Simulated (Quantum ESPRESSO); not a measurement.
ZrC:

```
Zr C
1.0
     0.00000    2.36500    2.36500
     2.36500    0.00000    2.36500
     2.36500    2.36500    0.00000
Zr C
1 1
Cartesian
  2.3650 2.3650 2.3650
  0.0000 0.0000 0.0000
```

- Program: Quantum ESPRESSO 7.5
- Task: single point
- Functional: PBEsol
- Potentials or basis: GBRV 1.5 PBEsol
- Cutoff: 612 eV
- Density cutoff: 4898 eV
- k mesh: 10 × 10 × 10
- Occupations: fermi-dirac, width 0.05 eV
- Spin: no spin polarisation

On this cell: pressure -8.6 GPa; largest force zero by symmetry; band gap on the k mesh none (metal or under the smearing width).

The same run follows on a disturbed copy (atoms moved at random, drawn with an rms of 0.05 Å):

```xyz
2
Lattice="0.0000 2.3650 2.3650 2.3650 0.0000 2.3650 2.3650 2.3650 0.0000" Properties=species:S:1:pos:R:3 pbc="T T T"
Zr    2.3705    2.3569    2.3320
C     0.0399    0.0252   -0.0370
```

What does the disturbed cell give?

The energy (extrapolated to zero smearing) moves by +3.9 meV/atom; pressure -8.4 GPa; largest force 0.310 eV/Å; band gap on the k mesh none (metal or under the smearing width).

Forces on the atoms (eV/Å):
```
Zr   0.221  0.215 -0.027
C   -0.221 -0.215  0.027
```

Stress tensor (GPa, compression positive):
```
-8.34 -0.14  0.02
-0.14 -8.36  0.02
 0.02  0.02 -8.60
```
